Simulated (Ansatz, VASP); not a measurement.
**Ba in VASP and in Ansatz**

File INCAR:

```
SYSTEM = Ba
PREC     = Accurate       ! precision mode
ENCUT    = 520            ! plane-wave cutoff, eV
EDIFF    = 1E-6           ! SCF threshold, eV
ISMEAR   = -1             ! smearing method
SIGMA    = 0.05           ! smearing width, eV
LREAL    = .FALSE.        ! projectors in reciprocal space
LASPH    = .TRUE.         ! aspherical terms in the spheres
NELM     = 80             ! most SCF steps
ALGO     = Normal         ! electronic algorithm
ISIF     = 2              ! what is computed and relaxed
LWAVE    = .FALSE.        ! write WAVECAR
LCHARG   = .FALSE.        ! write CHGCAR
GGA      = PS             ! functional
NBANDS   = 11             ! bands
```

Contents of KPOINTS:

```
regular mesh
0
G
  8 8 8
  0 0 0
```

POSCAR

```
Ba
1.0
   -2.4726242257      2.4726242257      2.4726242257
    2.4726242257     -2.4726242257      2.4726242257
    2.4726242257      2.4726242257     -2.4726242257
Ba
1
Direct
    0.0000000000      0.0000000000      0.0000000000
```

File input.yaml:

```yaml
crystal:
  lattice:
    - [-2.4726242257, 2.4726242257, 2.4726242257]
    - [2.4726242257, -2.4726242257, 2.4726242257]
    - [2.4726242257, 2.4726242257, -2.4726242257]
  atoms:
    - { symbol: Ba, position: [0.0, 0.0, 0.0] }
hamiltonian:
  xc: pbesol
  pseudopotentials: { kind: paw }
kpoints:
  mp_grid: { grid: [8, 8, 8] }
scf:
  occupations: { method: fermi_dirac, width: 0.05 }
output:
  forces: true
  stress: true
  eigenvalues: true
  write_density: true
  write_potential: true
  elf: true
  volumetric_format: npy
```

Alike in both runs: task single point; functional PBEsol; k mesh 8 × 8 × 8; occupations fermi-dirac, width 0.05 eV; no spin polarisation.

|  | VASP | Ansatz |
| --- | --- | --- |
| version | VASP 6.6.1 | Ansatz 0.2.0 |
| potentials or method | VASP PAW PBE potentials, release 64 (Ba_sv) | Ansatz PAW |
| plane-wave cutoff (eV) | 520 | 420 |
| valence electrons in the cell | 10 | 10 |

|  | VASP | Ansatz | Ansatz less VASP |
| --- | --- | --- | --- |
| gap on the k mesh at the Fermi level (eV) | none | none | - |
| pressure (GPa) | -0.3 | -0.4 | -0.07 |

A gap of «none» marks a metal or a gap that the smearing closes. With one functional, cell and mesh, what is left measures potentials, basis and numerics.

Caveats: the PAW data sets were made with another functional, which shifts forces and pressure a little (VASP); the PAW data sets come from PBE, with cores solved anew for the run's functional, which leaves a small shift of forces and pressure (Ansatz). The runs have no spin-orbit coupling, so splittings on Ba are missing.
